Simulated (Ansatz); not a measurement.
# SnS2: the cost of one run

Program: Ansatz 0.2.0. Level of theory: DFT PBE+D3(BJ), scalar-relativistic, plane waves, PAW. These are calculated values, not measurements.

3 further runs of the same task are left out: 3 set aside as unsound or not needed.

### 1 The structure to begin with

The structure is trigonal, space group P-3m1 (No. 164). Conventional cell: a = 3.670 Å, b = 3.670 Å, c = 5.800 Å, α = 90.00°, β = 90.00°, γ = 120.00°. Sn (site symmetry -3m) has 6 S at 2.58 Å as nearest neighbours. Around S (site symmetry 3m) lie 3 Sn at 2.58 Å.

Structure file:

```
CELL_PARAMETERS angstrom
-3.66974 0.00000 5.79992
-3.66974 0.00000 -5.79992
3.66974 -6.35618 0.00000
ATOMIC_POSITIONS crystal
Sn 0.50000 0.50000 0.50000
Sn 0.50000 0.50000 0.00000
Sn 0.00000 0.00000 0.50000
Sn 0.00000 0.00000 0.00000
S 0.29409 0.03924 0.33333
S 0.29409 0.03924 0.83333
S 0.79409 0.53924 0.33333
S 0.79409 0.53924 0.83333
S 0.70591 0.96076 0.16667
S 0.70591 0.96076 0.66667
S 0.20591 0.46076 0.16667
S 0.20591 0.46076 0.66667
```

It is built from the cell relaxed beforehand with the same method (22.55 Å³/atom).

### 2 The reference: the undisturbed cell on the scan's mesh

input.yaml reads:

```yaml
crystal:
  lattice:
    - [-3.6697414776, 0.0, 5.7999210185]
    - [-3.6697414776, 0.0, -5.7999210185]
    - [3.6697414776, -6.3561786898, 0.0]
  atoms:
    - { symbol: Sn, position: [0.5, 0.5, 0.5] }
    - { symbol: Sn, position: [0.5, 0.5, 0.0] }
    - { symbol: Sn, position: [0.0, 0.0, 0.5] }
    - { symbol: Sn, position: [0.0, 0.0, 0.0] }
    - { symbol: S, position: [0.2940946261, 0.0392387073, 0.3333333333] }
    - { symbol: S, position: [0.2940946261, 0.0392387073, 0.8333333333] }
    - { symbol: S, position: [0.7940946261, 0.5392387073, 0.3333333333] }
    - { symbol: S, position: [0.7940946261, 0.5392387073, 0.8333333333] }
    - { symbol: S, position: [0.7059053739, 0.9607612927, 0.1666666667] }
    - { symbol: S, position: [0.7059053739, 0.9607612927, 0.6666666667] }
    - { symbol: S, position: [0.2059053739, 0.4607612927, 0.1666666667] }
    - { symbol: S, position: [0.2059053739, 0.4607612927, 0.6666666667] }
basis:
  ecutwfc: 420
kpoints:
  mp_grid: { grid: [6, 6, 6] }
hamiltonian:
  xc: pbe
  dispersion: d3bj
scf:
  occupations: { method: gaussian, width: 0.05 }
output:
  forces: true
  stress: true
  eigenvalues: true
```

Command:

```sh
> ansatz run input.yaml --threads 1 --pin off --max-ram 2560MiB --backend cpu --events-out ev --progress --plain --runs-dir out
```

**Question.** How long does this run take on 1 thread of Intel Xeon Platinum 8259CL at 2.50GHz (Skylake/Cascade Lake), shared host, and how much memory does it need?

About 66 s, with a peak of 1 GiB.
